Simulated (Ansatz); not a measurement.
System: rock-salt NaBr. Method: PBEsol (Ansatz, a first-principles code, plane waves, PAW).

Settings: plane-wave cutoff 520 eV, 10×10×10 k mesh, Fermi–Dirac smearing 0.01 eV, scalar-relativistic PAW data made under PBE.

Computed at the level's own relaxed cell.

Task: Estimate the lattice constant a, width of the whole s-p valence band, volume per atom and band gap that the calculation returns.

Result: 
- lattice constant a = 5.927 Å
- width of the whole s-p valence band = 12.87 eV
- volume per atom = 26.03 Å³/atom
- band gap = 4.07 eV (direct)

Measured, for comparison: band gap 7.1 eV (temperature not stated, not corrected to a static lattice; as tabulated in Aguado et al. (1998), arXiv:cond-mat/9809176); lattice constant a 5.926 Å, equilibrium volume per atom 26.01 Å³/atom (low temperature, zero-point motion not removed; as tabulated in Doll and Stoll (1998), arXiv:cond-mat/9801031). Computed (rounded) less measured: lattice constant a 0.0 %, equilibrium volume per atom +0.1 %.

Spin–orbit coupling is not included.

Static lattice: no zero-point or thermal effects.

It cost around 23 core-seconds (rough) of CPU time.
